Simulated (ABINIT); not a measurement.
The system is C.

```
C
1.0
     0.00000    1.78337    1.78337
     1.78337    0.00000    1.78337
     1.78337    1.78337    0.00000
C
2
Direct
  0.75000 0.75000 0.75000
  0.50000 0.50000 0.50000
```

This isn't the form of C at room conditions, which is graphite.

Program: ABINIT 10.8.3 (patched build). Alike in all runs: no spin polarisation; cell as given; smearing fermi-dirac 0.05 eV.

**Question.** Order these runs on this cell by their pressure, lowest first.
A. level RPBE; potentials or basis JTH PAW PBE v2.0; k mesh 13 × 13 × 13; cutoff (eV) 544; fine-grid cutoff 1088.46 eV
B. level PBEsol; potentials or basis JTH PAW PBE v2.0; k mesh 10 × 10 × 10; cutoff (eV) 544; fine-grid cutoff 1088.46 eV
C. level rSCAN; potentials or basis SG15 NC PBE v1.2; k mesh 13 × 13 × 13; cutoff (eV) 1333
D. level r2SCAN; potentials or basis JTH PAW PBE v2.0; k mesh 8 × 8 × 8; cutoff (eV) 653; fine-grid cutoff 1251.72 eV
E. level SOGGA; potentials or basis JTH PAW PBE v2.0; k mesh 13 × 13 × 13; cutoff (eV) 544; fine-grid cutoff 1088.46 eV

**Answer.** E (-7.3 GPa), B (-5.3 GPa), C (-3.2 GPa), D (0.9 GPa), A (7.2 GPa).

Caveats: the PAW data sets were made with another functional, which shifts forces and pressure a little (some runs); the atomic spheres overlap (some runs); the potentials were made for another functional, which shifts forces and pressure (some runs).

Runs at the PBE level aren't shown here.
